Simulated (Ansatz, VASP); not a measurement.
## Two plane-wave programs on Al2Au

```
CELL_PARAMETERS angstrom
0.00000 2.93661 2.93661
2.93661 0.00000 2.93661
2.93661 2.93661 0.00000
ATOMIC_POSITIONS crystal
Al 0.25000 0.25000 0.25000
Al 0.75000 0.75000 0.75000
Au 0.00000 0.00000 0.00000
```

Alike in both runs: task single point; functional PBE; k mesh 12 × 12 × 12; occupations gaussian, width 0.1 eV; no spin polarisation.

|  | VASP | Ansatz |
| --- | --- | --- |
| version | VASP 6.6.1 | Ansatz 0.2.0 |
| potentials or method | VASP PAW PBE potentials, release 64 (Al, Au) | scalar-relativistic, plane waves, PAW |
| plane-wave cutoff (eV) | 520 | 420 |
| valence electrons in the cell | 17 | 25 |

Ansatz gave:

| Property | Result |
| --- | --- |
| gap on the k mesh at the Fermi level (eV) | none |
| pressure (GPa) | 12.4 |

**Question.** What did VASP give for the same quantities?

**Answer.** gap on the k mesh at the Fermi level (eV): none; pressure (GPa): 12.0.

A gap of «none» marks a metal or a gap that the smearing closes. The two sets of potentials don't hold the same shells in valence.

Spin-orbit coupling is left out, which matters for the levels of Au.
